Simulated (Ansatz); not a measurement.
Write the native input for Ansatz 0.2.0 that does the following.

| Item | Value |
| --- | --- |
| Task | single point |
| Functional | PBE |
| Potentials or basis | Ansatz PAW |
| Cutoff | 420 eV (not typed: the program's choice for these potentials) |
| k mesh | 7 × 7 × 7 |
| Occupations | gaussian, width 0.011 eV |
| Spin | no spin polarisation |

Crystal: SnTe.

```
CELL_PARAMETERS angstrom
0.00000 3.61115 3.61115
3.61115 0.00000 3.61115
3.61115 3.61115 0.00000
ATOMIC_POSITIONS crystal
Te 0.25000 0.25000 0.25000
Sn 0.00000 0.00000 0.00000
```

Measurements of this composition are mostly on another form, of space group No. 225.

These files were run (other wordings do the same):

input.yaml

```yaml
crystal:
  lattice:
    - [0.0, 3.611146, 3.611146]
    - [3.611146, 0.0, 3.611146]
    - [3.611146, 3.611146, 0.0]
  atoms:
    - { symbol: Te, position: [0.25, 0.25, 0.25] }
    - { symbol: Sn, position: [0.0, 0.0, 0.0] }
hamiltonian:
  xc: pbe
  pseudopotentials: { kind: paw }
kpoints:
  mp_grid: { grid: [7, 7, 7] }
scf:
  occupations: { method: gaussian, width: 0.011 }
output:
  forces: true
  stress: true
  eigenvalues: true
```

Potentials or basis: Ansatz PAW.

Command:

```sh
$ ansatz run input.yaml --threads 2 --pin off --max-ram 5632MiB --backend cpu --events-out ev --progress --plain --runs-dir out
```

It gave:

```
Pressure               : 0.0 GPa
Band gap on the k mesh : 0.33 eV, indirect (least direct gap 0.83 eV)
```

Caveat: odd divisions of the mesh miss points on the zone boundary, where band edges often lie, so the gap on the mesh can be too wide; spin-orbit coupling is left out, which moves the levels of the heavy elements.

It took 2 s on 2 threads of Arm Neoverse V2, on a shared host, peak memory 0.37 GiB.
